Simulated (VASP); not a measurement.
A convergence study with VASP on LiI (rock salt): one setting is varied, all else stays as given below, so the limit is that of these other settings. Each run relaxes cell and ions from the cell shown. The basis is that of the starting cell, so low cut-offs carry a Pulay error.

```yaml
crystal:
  lattice:
    - [0.00000, 3.01000, 3.01000]
    - [3.01000, 0.00000, 3.01000]
    - [3.01000, 3.01000, 0.00000]
  atoms:
    - { symbol: Li, position: [0.00000, 0.00000, 0.00000] }
    - { symbol: I, position: [0.50000, 0.50000, 0.50000] }
```

Calculation: PBE GGA, VASP's PBE PAW potentials (set 64) (plane waves; VASP). The tightest run used: 700 eV cut-off, 7×7×7 Γ-centred mesh, Gaussian smearing of 0.050 eV, potentials Li_sv I.

Gaps are read on the run's mesh, which can miss a band edge.

```json
[
 {"setting": "ENCUT = 250", "relaxed volume (Å³/atom)": "25.115", "E (eV/atom)": "-3.8433", "gap on the mesh (eV)": "4.597", "plane waves": "531"},
 {"setting": "ENCUT = 300", "relaxed volume (Å³/atom)": "25.306", "E (eV/atom)": "-3.2457", "gap on the mesh (eV)": "4.612", "plane waves": "656"},
 {"setting": "ENCUT = 350", "relaxed volume (Å³/atom)": "25.919", "E (eV/atom)": "-3.0118", "gap on the mesh (eV)": "4.610", "plane waves": "869"},
 {"setting": "ENCUT = 400", "relaxed volume (Å³/atom)": "26.597", "E (eV/atom)": "-2.9405", "gap on the mesh (eV)": "4.447", "plane waves": "999"}
]
```

### Question
These are the cheaper rows. Estimate the results at ENCUT = 700, and how far the last row shown lies from them.

### Answer

| quantity | tightest run | last row shown is off by |
|---|---|---|
| relaxed volume (Å³/atom) | 27.243 | -0.646 |
| E (eV/atom) | -2.9143 | -0.0263 |
| gap on the mesh (eV) | 4.261 | 0.186 |

Left out are rungs that failed or repeat a setting and relaxations that didn't move; long series are thinned to 24 rows.

The compound is LiI in the rock salt structure.
